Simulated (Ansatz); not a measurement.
The cell is a database entry far from equilibrium at this level of theory, probably a faulty or high-pressure entry; it serves as a test geometry alone.

Input and log of a run on SiO2: DFT, PBE, all-electron LAPW, scalar-relativistic (Ansatz 0.2.0).

```yaml
crystal:
  lattice:
    - [-2.36, 4.18, 2.58]
    - [2.36, -4.18, 2.58]
    - [2.36, 4.18, -2.58]
  atoms:
    - { symbol: Si, position: [0.75, 0.75, 0.0] }
    - { symbol: Si, position: [0.25, 0.25, 0.0] }
    - { symbol: O, position: [0.89, 0.791, 0.681] }
    - { symbol: O, position: [0.39, 0.709, 0.099] }
    - { symbol: O, position: [0.61, 0.291, 0.901] }
    - { symbol: O, position: [0.11, 0.209, 0.319] }
kpoints:
  mp_grid: { grid: [5, 7, 6] }
  band_path:
    path:
      - [0.0, 0.0, 0.0]
      - [0.5, -0.5, 0.5]
      - [0.329691399, -0.329691399, 0.670308601]
      - [-0.329691399, 0.329691399, 0.329691399]
      - [0.0, 0.0, 0.0]
      - [0.3452416382, 0.3452416382, -0.3452416382]
      - [0.6547583618, -0.3452416382, 0.3452416382]
      - [0.5, -0.5, 0.5]
      - [0.0, 0.0, 0.0]
    npoints: 8
scf:
  occupations: { method: fermi_dirac, width: 0.03 }
hamiltonian:
  xc: pbe
  pseudopotentials: { kind: all_electron, lapw: { basis_error: 0.001 } }
output:
  forces: true
  stress: true
  eigenvalues: true
  populations: true
  dos: { projected: true, de: 0.2, e_range: [-14, 8] }
```

Output:

```
Warning: crystal.symmetry: narrowed to the stabiliser of the k-point mesh — unitary ops 8 → 2; excluded 6 operations that carry a point of the 5×7×6 mesh (shift [0, 0, 0]) off the mesh (the run samples exactly the mesh kpoints.mp_grid names, as under crystal.symmetry.detect: false, and its converged state has the mesh's symmetry, not the crystal's; ε∞, the Born charges and the force constants of a linear response (`dielectric:` by the response, `phonons.method: dfpt`) are averaged over those of the crystal's operations that the state keeps within a tolerance, where `mesh_tensors`, `unaveraged_element` or `gamma_mean_max_change_ev_ang2` stands beside them; a row that `dielectric.field_direction` solves alone is averaged likewise, with nothing beside; a Γ-centred mesh of equal divisions is mapped onto itself by every operation and keeps the whole group, as does a half-shifted one under kpoints.further_shifts: images)
Si: projections on atomic orbitals take those of the free atom 1s2 2s2 2p6 3s2 3p2, of charge +0.00 (hamiltonian.pseudopotentials.projection_atoms)
O: projections on atomic orbitals take those of the free atom 1s2 2s2 2p4, of charge +0.00 (hamiltonian.pseudopotentials.projection_atoms)
LAPW: plane waves up to 10.260 Å⁻¹, error target 1.0e-3 eV per atom; small_component_spin mean_spin; O in spheres of 0.916 Å, 8 of its electrons in bands, Dirac shells []; Si in spheres of 0.950 Å, 12 of its electrons in bands, Dirac shells []
Engine: ansatz 0.2.0
Pseudopotentials: kind: all_electron
Pseudopotential: Si, LAPW, valence charge 12, Koelling and Harmon's equation, gaussian nucleus
Pseudopotential: O, LAPW, valence charge 8, Koelling and Harmon's equation, gaussian nucleus
Functional definition: PBE
  parameter kappa = 0.804
  parameter beta = 0.06672455060314922
  exchange = pbe_x(kappa = kappa, mu = beta*pi^2/3)
  correlation = pbe_c(beta = beta)
Crystal: 6 atoms, lattice volume = 101.805 Å³
Basis set: ecut = 401.05469339129303 eV, 1851 PW (Γ), FFT grids on a1+a2, a2+a3, a3, exchange–correlation at level 2
Bands: 34, of which v1, the nominal top of the filled ones, is band 28 counted from 1 (27 counted from 0)
Symmetry: 2 space group operations
k-points: 106 of 210
Non-local potential: Si, projectors of the file, none
Non-local potential: O, projectors of the file, none
Initial density: superposition of atomic densities (chi_scale 0.1, normalization cell, long waves kept (reshape's long-wave potential 0.14 eV rms))
Initial wavefunctions: plane waves of lowest kinetic energy (no species holds an atomic orbital)
Functional: x = pbe(κ = 0.804, μ = 0.2195149727645171), c = pbe(β = 0.06672455060314922)
iter 1 solved again at ethr=2.20e-2 eV; its pass at ethr=1.00e-1 eV (dr2=1.23e1 eV) is discarded
SCF iter   1: F=—  HF=-23984.090193 eV  |F-HF|=—  |Δ(HF+E_count)|=         —  Δρ=9.59e-2  dr2=1.23e1  ethr=2.20e-2  ⟨swp⟩=2.0  Hψ=24566  notcnv=0
preconditioner: auto → Resta (q_TF=auto, 2.470 Å⁻¹)  ε∞=3.2  [insulator: Δε(μ)=4.477 eV  Ē_g=14.096 eV  σ=0.030 eV  W_gap=1.00  n_scr=24 (ndim 8)  ℏωp=20.8 eV  f_vac=0.178  D(μ)=0.00/eV (n_scr^D=0)  ε∞_Penn≈3.2]
iter 2 solved again at ethr=5.93e-4 eV; its pass at ethr=2.20e-2 eV (dr2=3.32e-1 eV) is discarded
SCF iter   2: F=—  HF=-23979.859946 eV  |F-HF|=—  |Δ(HF+E_count)|=    4.23e0  Δρ=2.48e-2  dr2=3.35e-1  ethr=5.93e-4  ⟨swp⟩=2.9  Hψ=19447  notcnv=0
SCF iter   3: F=—  HF=-23979.390042 eV  |F-HF|=—  |Δ(HF+E_count)|=   4.70e-1  Δρ=2.09e-2  dr2=5.45e-1  ethr=5.93e-4  ⟨swp⟩=3.0  Hψ=12690  notcnv=0
SCF iter   4: F=—  HF=-23979.341090 eV  |F-HF|=—  |Δ(HF+E_count)|=         —  Δρ=2.97e-3  dr2=7.16e-3  ethr=5.93e-4  ⟨swp⟩=3.0  Hψ=11306  notcnv=0
the basis was enlarged: its passes take 672.7 KiB over the memory plan, 2 of 2 planned eigensolver slots
SCF iter   5: F=—  HF=-23979.346319 eV  |F-HF|=—  |Δ(HF+E_count)|=   5.23e-3  Δρ=7.12e-4  dr2=6.64e-4  ethr=1.28e-5  ⟨swp⟩=3.0  Hψ=11593  notcnv=0
SCF iter   6: F=—  HF=-23979.346997 eV  |F-HF|=—  |Δ(HF+E_count)|=   6.78e-4  Δρ=2.21e-4  dr2=7.32e-5  ethr=1.19e-6  ⟨swp⟩=3.0  Hψ=11345  notcnv=0
SCF iter   7: F=—  HF=-23979.347049 eV  |F-HF|=—  |Δ(HF+E_count)|=   5.19e-5  Δρ=5.62e-5  dr2=4.20e-6  ethr=1.31e-7  ⟨swp⟩=3.0  Hψ=11561  notcnv=0
SCF iter   8: F=—  HF=-23979.347049 eV  |F-HF|=—  |Δ(HF+E_count)|=   4.09e-8  Δρ=3.06e-5  dr2=1.20e-6  ethr=7.49e-9  ⟨swp⟩=3.0  Hψ=10712  notcnv=0
SCF iter   9: F=-23979.347049 eV  HF=-23979.347049 eV  |F-HF|=1.38e-7  |Δ(HF+E_count)|=   4.42e-7  Δρ=6.69e-6  dr2=4.19e-8  ethr=2.14e-9  ⟨swp⟩=2.7  Hψ=10380  notcnv=0
SCF 1 converged in 9 iterations: F = -23979.347049 eV  dr2 = 4.19e-8
NSCF: frozen V_eff on 65 k-points
SCF converged after 9 iterations
Free energy (F): -23979.347049 eV
Harris-Foulkes:  -23979.347049 eV  (|F-HF|=1.38e-7)
Internal energy: -23979.347049 eV  (E = F + TS)
E sigma→0 (E₀):  -23979.347049 eV
Fermi energy:    2.273387 eV
--- Per-component energies (eV) ---
  E_band       = -5801.822809
  E_kinetic    = 23962.203367
  E_xc         = -2057.613160
  E_electrostatic = -45883.937256  (all electrons and nuclei)
  E_smearing   = -0.000000  (= −TS)
  E_closure    = 0.000000  (closes the sum)
  E_atoms      = -23937.327779  (free atoms, spherical and without spin; not in F)
  Σ components = -23979.347049   (vs F -23979.347049, Δ=0.00e0)
  Basis errors (estimates in eV, not in F): energy 5.3e-4 per atom: plane waves 4.8e-4 (3.0e-4 summed), levels above the bands 5.2e-101, relativity 6.8e-8, radial functions 4.6e-5, core shells 3.6e-12; eigenvalues (radial functions only) 5.4e-6; not estimated: angular momenta, meshes, grids; target (lapw.basis_error) 1.0e-3; muffin-tin radii O 0.916 Å, Si 0.950 Å
--- Forces (eV/Å), atoms counted from 1 ---
  atom   1  Si     0.00000057     0.00000052    -0.00001246
  atom   2  Si    -0.00000057    -0.00000052     0.00001246
  atom   3  O      3.48130178     3.13420931    -0.00000075
  atom   4  O     -3.48136304     3.13426377    -0.00000053
  atom   5  O      3.48136304    -3.13426377     0.00000053
  atom   6  O     -3.48130178    -3.13420931     0.00000075
  max |Σ_I F_I| component: 4.44e-16 eV/Å
--- Stress (GPa, compression-positive) ---
      -20.930857       0.000034      -0.000029
        0.000034     -18.326188      -0.000003
       -0.000029      -0.000003     -36.938163
  P = ⅓ Tr σ = -25.3984 GPa (-253.984 kbar)
--- Band table (eV; the first three rows and the last of 106) ---
  k-point 0: bands = ["-503.7149", "-503.7149", "-503.7148", "-503.7148", "-133.1910", "-133.1901", "-89.2898", "-89.2890", "-89.2748", "-89.2740", "-89.2269", "-89.2174", "-17.0898", "-16.0518", "-15.4936", "-15.3966", "-5.3307", "-4.1208", "-3.0594", "-2.3901", "-2.3462", "-1.1563", "-1.0565", "-0.9676", "-0.3942", "0.1419", "0.1903", "0.4840", "3.6307", "7.0697", "7.3265", "7.9713", "9.1230", "9.7219"]
  k-point 1: bands = ["-503.7149", "-503.7149", "-503.7148", "-503.7148", "-133.1910", "-133.1901", "-89.2898", "-89.2890", "-89.2748", "-89.2740", "-89.2269", "-89.2174", "-17.0623", "-16.0515", "-15.5096", "-15.4161", "-5.3312", "-4.1274", "-3.0771", "-2.3956", "-2.3201", "-1.1782", "-1.1090", "-0.9898", "-0.2807", "-0.0776", "0.1674", "0.6037", "3.9828", "7.1868", "7.3474", "7.8645", "9.0941", "9.7165"]
  k-point 2: bands = ["-503.7149", "-503.7149", "-503.7148", "-503.7148", "-133.1910", "-133.1901", "-89.2898", "-89.2890", "-89.2748", "-89.2740", "-89.2269", "-89.2174", "-17.0044", "-16.0499", "-15.5482", "-15.4528", "-5.3311", "-4.1279", "-3.1091", "-2.4819", "-2.1814", "-1.2566", "-1.2326", "-1.0537", "-0.3601", "-0.0681", "0.1762", "0.7790", "4.6535", "7.3339", "7.3890", "7.6801", "9.0322", "9.7095"]
  k-point 105: bands = ["-503.7149", "-503.7149", "-503.7148", "-503.7148", "-133.1909", "-133.1902", "-89.2897", "-89.2891", "-89.2747", "-89.2741", "-89.2254", "-89.2189", "-16.8865", "-16.2066", "-15.5326", "-15.4562", "-5.1213", "-4.2624", "-2.8713", "-2.7291", "-2.5823", "-1.6727", "-0.7776", "-0.5761", "-0.2708", "-0.0040", "0.1757", "0.6379", "5.0599", "6.9955", "7.4686", "7.7102", "9.1145", "9.3513"]
--- Löwdin populations: 6 sites ---
  site symbol       q [e]
     0     Si     12.4377
     1     Si     12.4377
     2      O      8.6695
     3      O      8.6695
     4      O      8.6695
     5      O      8.6695
  spilling = 0.007446 (of n_electrons = 60.000000)
```
